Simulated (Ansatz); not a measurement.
## Te2Mo: equation of state with PBE

Te2Mo:

```
Te Mo
1.0
     6.33000    0.00000    0.00000
     0.00000    3.46900    0.00000
    -0.94679    0.00000   13.82762
Te Mo
8 4
Cartesian
  5.4013 2.6018 8.3588
  -0.0181 0.8672 5.4688
  4.9099 0.8672 11.7728
  0.4733 2.6018 2.0548
  1.7550 2.6018 12.3826
  3.6282 0.8672 1.4450
  2.1916 0.8672 8.9658
  3.1917 2.6018 4.8618
  4.2299 2.6018 13.7253
  1.1533 0.8672 0.1023
  3.8493 0.8672 6.8225
  1.5339 2.6018 7.0051
```

```
Program             : Ansatz 0.2.0
Task                : equation of state
Functional          : PBE
Potentials or basis : Ansatz PAW polarizable
Cutoff              : 420 eV
Density cutoff      : 1680 eV
k mesh              : 4 × 8 × 2
Occupations         : fermi-dirac, width 0.05 eV
Spin                : no spin polarisation
```

```json
{
 "Equilibrium volume": "25.97 Å³/atom",
 "Bulk modulus at fixed shape and positions": "93 GPa",
 "Pressure derivative of the bulk modulus": "4.5"
}
```

Energy against volume, from the lowest point:
```
volume (Å³/atom)  energy (meV/atom)
          23.785              61.96
          24.291              35.04
          24.797              16.29
          25.303               4.85
          25.809               0.00
          26.315               1.05
          26.821               7.40
```

All runs of the series together: 3.7 min on 2 threads of Arm Neoverse V1 (shared host).

Caveat: the cell was scaled at fixed shape and fractional positions, which overstates the stiffness of a crystal with free parameters, most of all of layers and chains. Spin-orbit coupling is left out, which matters for the levels of Te.
